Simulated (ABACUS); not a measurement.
The system is Si2W.

```
W Si
1.0
    -1.60690    1.60690    3.91495
     1.60690   -1.60690    3.91495
     1.60690    1.60690   -3.91495
W Si
1 2
Direct
  0.00000 0.00000 0.00000
  0.66530 0.66530 0.00000
  0.33470 0.33470 0.00000
```

Base run:

* Program: ABACUS 3.10.1
* Functional: RPBE
* Potentials or basis: SG15 ONCV 1.2 PBE
* Cutoff: 1007 eV
* Density cutoff: 4027 eV
* Basis: plane waves
* k mesh: 12 × 12 × 12
* Occupations: fermi-dirac, width 0.05 eV
* Spin: no spin polarisation

Its results: band gap on the k mesh none (metal or under the smearing width); pressure 7.5 GPa; largest force 0.179 eV/Å.

Q: After a change of settings the same cell gave: band gap on the k mesh none (metal or under the smearing width); pressure -5.3 GPa; largest force 0.115 eV/Å. Which change was it?
A. functional from RPBE to PBEsol
B. functional from RPBE to AM05
C. functional from RPBE to TPSS
D. functional from RPBE to LDA

A: D.

LDA binds more tightly than RPBE, so the same cell stands under less pressure.

Caveats: the potentials were made for another functional, which shifts forces and pressure.

Runs at the PBE level aren't shown here.
